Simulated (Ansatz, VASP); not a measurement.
One calculation of CO2, two programs

```xyz
12
Lattice="5.1953 0.0000 0.0000 0.0000 5.1953 0.0000 0.0000 0.0000 5.1953" Properties=species:S:1:pos:R:3 pbc="T T T"
C     0.0000    0.0000    0.0000
C     2.5976    0.0000    2.5976
C     2.5976    2.5976    0.0000
C     0.0000    2.5976    2.5976
O     0.6727    0.6727    0.6727
O     4.5226    4.5226    4.5226
O     1.9250    4.5226    3.2703
O     3.2703    0.6727    1.9250
O     3.2703    1.9250    4.5226
O     1.9250    3.2703    0.6727
O     4.5226    3.2703    1.9250
O     0.6727    1.9250    3.2703
```

Alike in both runs: functional PBE; dispersion D3(BJ); k mesh 4 × 4 × 4; no spin polarisation.

Ansatz relaxed the structure, and its values are those at the end. VASP's run is a single point on that final structure, the one shown.

|  | VASP | Ansatz |
| --- | --- | --- |
| version | VASP 6.6.1 | Ansatz 0.2.0 |
| potentials or method | VASP PAW PBE potentials, release 64 (C, O) | scalar-relativistic, plane waves, PAW |
| plane-wave cutoff (eV) | 520 | 600 |
| occupations | gaussian, width 0.01 eV | fixed |
| valence electrons in the cell | 64 | 64 |

Ansatz gave:

| Property | Result |
| --- | --- |
| gap on the k mesh at the Fermi level (eV) | 7.13 |
| least direct gap on the mesh (eV) | 7.13 |
| pressure (GPa) | 5.0 |
| rms of the force components (eV/Å) | 0.001 |
| dispersion energy (meV/atom) | -91.7 |

**Question.** Which values does VASP return?

**Answer.** gap on the k mesh at the Fermi level (eV): 7.09; least direct gap on the mesh (eV): 7.09; pressure (GPa): 6.9; rms of the force components (eV/Å): 0.312; dispersion energy (meV/atom): -91.7.

One of these differences is far larger than is usual between the two programs; its cause wasn't traced.

Caveats: the standard files for N, O and F lose accuracy on very short bonds. A k mesh can miss the band edges.
